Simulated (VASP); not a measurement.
# Settings for NaCl: self-consistent run

NaCl, P1 (no. 1), 36 atoms in the cell. PBE; PAW potentials Cl, Na_pv (PBE set). VASP 6.6.1.

Wanted: energy within 2 meV/atom; forces within 0.01 eV/Å.

What the run is for: forces in a large cell; Accuracy asked: standard; Cell repeated: 3 × 3 × 2.

POSCAR:
```
NaCl
1.0
    0.0000000000      8.3821896531      8.3821896531
    8.3821896531      0.0000000000      8.3821896531
    5.5881264354      5.5881264354      0.0000000000
Cl Na
18 18
Direct
    0.1687240000      0.1643680000      0.2431900000
    0.1670980000      0.1618740000      0.7502920000
    0.1651940000      0.4992750000      0.2567660000
    0.1677960000      0.5023410000      0.7506770000
    0.1652660000      0.8311310000      0.2495100000
    0.1676980000      0.8384360000      0.7479440000
    0.5066860000      0.1669230000      0.2458730000
    0.4992270000      0.1657400000      0.7510540000
    0.5007410000      0.4981220000      0.2540880000
    0.5012470000      0.5020360000      0.7445580000
    0.4987630000      0.8332940000      0.2480220000
    0.5006230000      0.8344920000      0.7423530000
    0.8316030000      0.1670600000      0.2568890000
    0.8288930000      0.1681300000      0.7615230000
    0.8281850000      0.4996330000      0.2505390000
[... 8 lines left out ...]
   -0.0064400000      0.6693130000      0.4962670000
    0.3325410000      0.0022590000     -0.0042410000
    0.3303530000      0.0002230000      0.5078560000
    0.3314300000      0.3339000000      0.0016740000
    0.3331190000      0.3333000000      0.5054010000
    0.3324100000      0.6625120000      0.0022780000
    0.3366980000      0.6687640000      0.4990180000
    0.6664270000     -0.0029700000      0.0091580000
    0.6673060000      0.0005810000      0.4972260000
    0.6629390000      0.3328830000      0.0031530000
    0.6699760000      0.3346040000      0.4945830000
    0.6647190000      0.6636370000      0.0067490000
    0.6650230000      0.6686690000      0.4933990000
```

The series start from Plane-wave cutoff (eV): 300; Projection operators (LREAL): Auto, ROPT -0.00025; Precision mode (PREC): Normal; Electronic threshold (eV): 1e-5; Parallel layout: defaults; Electronic algorithm: ALGO=Normal; Bands a block (NSIM): NSIM=4; Data layout and linear algebra: defaults. Each series keeps the choices made before it, and each single choice may use up half of a tolerance.

## Plane-wave cutoff (eV)

| Plane-wave cutoff (eV) | Energy less reference (meV/atom) | Forces, largest deviation (eV/Å) | SCF iterations | Time (s) |
|---|---|---|---|---|
| 230 | 27.9 | 0.010 | 12 | 48 |
| 260 | 2.4 | 0.013 | 13 | 31 |
| 300 | 0.0 | 0.004 | 13 | 73 |
| 340 | -0.1 | 0.006 | 13 | 63 |
| 420 (reference) | 0.0 | 0.000 | 13 | 68 |

Chosen: 420; the next looser run is off by more than half of the tolerance, so convergence isn't shown beyond this value.

## Projection operators (LREAL)

| Projection operators (LREAL) | Energy less reference (meV/atom) | Forces, largest deviation (eV/Å) | SCF iterations | Time (s) |
|---|---|---|---|---|
| Auto, ROPT -0.005 | -1.1 | 0.155 | 13 | 76 |
| Auto, ROPT -0.002 | -1.4 | 0.025 | 13 | 67 |
| Auto, ROPT -0.001 | 0.0 | 0.012 | 13 | 64 |
| Auto, ROPT -0.0005 | -0.1 | 0.003 | 13 | 78 |
| Auto, ROPT -0.00025 | -0.4 | 0.001 | 13 | 68 |
| Auto, ROPT -0.0001 | -0.2 | 0.001 | 13 | 82 |
| False (reference) | 0.0 | 0.000 | 13 | 101 |

Chosen: Auto, ROPT -0.0005, the loosest value from which every tighter one stays within half of the tolerance.

## Precision mode (PREC)

| Precision mode (PREC) | Energy less reference (meV/atom) | Forces, largest deviation (eV/Å) | SCF iterations | Time (s) |
|---|---|---|---|---|
| SingleN | -3.1 | 0.016 | 13 | 51 |
| Normal | -0.1 | 0.004 | 13 | 78 |
| Accurate (reference) | 0.0 | 0.000 | 13 | 123 |

Chosen: Normal.

## Electronic threshold (eV)

| Electronic threshold (eV) | Energy less reference (meV/atom) | Forces, largest deviation (eV/Å) | SCF iterations | Time (s) |
|---|---|---|---|---|
| 0.001 | 0.0 | 0.003 | 12 | 62 |
| 0.0001 | 0.0 | 0.002 | 12 | 59 |
| 1e-5 | 0.0 | 0.001 | 13 | 78 |
| 1e-6 | 0.0 | 0.000 | 15 | 62 |
| 1e-7 (reference) | 0.0 | 0.000 | 20 | 94 |

Chosen: 0.001.

## Parallel layout

| Parallel layout | Energy less reference (meV/atom) | Forces, largest deviation (eV/Å) | SCF iterations | Time (s) |
|---|---|---|---|---|
| defaults | 0.0 | 0.000 | 12 | 62 |
| NCORE=2 | 0.0 | 0.000 | 12 | 55 |
| NCORE=4 | 0.0 | 0.000 | 12 | 42 |
| NCORE=8 | 0.0 | 0.000 | 12 | 45 |
| KPAR=2 | 0.0 | 0.000 | 12 | 41 |
| KPAR=2 NCORE=2 | 0.0 | 0.000 | 12 | 46 |
| KPAR=4 | 0.0 | 0.000 | 12 | 44 |
| KPAR=4 NCORE=2 | 0.0 | 0.000 | 12 | 45 |
| NPAR=2 | 0.0 | 0.000 | 12 | 44 |

Chosen: KPAR=2, the fastest of those that stay within half of the tolerance.

## Electronic algorithm

| Electronic algorithm | Energy less reference (meV/atom) | Forces, largest deviation (eV/Å) | SCF iterations | Time (s) |
|---|---|---|---|---|
| ALGO=Normal | 0.0 | 0.000 | 12 | 41 |
| ALGO=Fast | 0.0 | 0.004 | 14 | 45 |
| ALGO=VeryFast | 0.0 | 0.003 | 18 | 44 |
| ALGO=All ISEARCH=1 | 0.0 | 0.005 | 13 | 42 |

Chosen: ALGO=Normal; no other choice that stays within half of the tolerance saves 30 % of the time.

## Bands a block (NSIM)

| Bands a block (NSIM) | Energy less reference (meV/atom) | Forces, largest deviation (eV/Å) | SCF iterations | Time (s) |
|---|---|---|---|---|
| NSIM=4 | 0.0 | 0.000 | 12 | 41 |
| NSIM=1 | 0.0 | 0.000 | 12 | 49 |
| NSIM=2 | 0.0 | 0.000 | 12 | 52 |
| NSIM=8 | 0.0 | 0.001 | 12 | 47 |
| NSIM=16 | 0.0 | 0.002 | 12 | 55 |

Chosen: NSIM=4.

## Data layout and linear algebra

| Data layout and linear algebra | Energy less reference (meV/atom) | Forces, largest deviation (eV/Å) | SCF iterations | Time (s) |
|---|---|---|---|---|
| defaults | 0.0 | 0.000 | 12 | 41 |
| LPLANE=False | 0.0 | 0.000 | 12 | 45 |
| LSCALAPACK=False | 0.0 | 0.000 | 12 | 51 |
| LSCALU=True | 0.0 | 0.000 | 12 | 48 |

Chosen: defaults.

## All choices together

| Input | Energy less reference (meV/atom) | Forces, largest deviation (eV/Å) | Time (s) |
|---|---|---|---|
| the program's defaults (naive) | 0.3 | 0.013 | 69 |
| chosen settings | -0.2 | 0.005 | 41 |
| reference settings throughout | 0.0 | 0.000 | 187 |

The chosen settings stay within the tolerance of the reference run, but the reference itself isn't shown to be converged in: Plane-wave cutoff (eV).

## The input

INCAR:
```
GGA = PE
ISMEAR = 0
SIGMA = 0.03
LWAVE = False
LCHARG = False
ISIF = 2
ISYM = 0
PREC = Normal
LASPH = True
LREAL = Auto
ALGO = Normal
EDIFF = 0.001
NELM = 120
GGA_COMPAT = False
ENCUT = 420
EFERMI = MIDGAP
ROPT = -0.0005 -0.0005
KPAR = 2
NSIM = 4
```

KPOINTS:
```
k-points
0
Gamma
  2 2 2
```

Commands:
```
cat potpaw_PBE.64/Cl/POTCAR potpaw_PBE.64/Na_pv/POTCAR > POTCAR
mpirun -np 8 vasp_std > vasp.out
```

Limits: Only the k mesh 2 × 2 × 2 was run, so its error is untested.

The chosen input took VASP 6.6.1 41 s on 8 cores (Intel Xeon Platinum 8488C (Sapphire Rapids)), a shared host.

## An input that fails: Gamma-only program on a mesh of k points

VASP's message: You are using the Gamma-point-only version with more than one k-point or some other non-Gamma k-point.

Changes against the starting input:
```
- NELM = 120
+ NELM = 75
- vasp_std
+ vasp_gam
(KPOINTS)
-k-points
+Automatic mesh
+  0 0 0
```
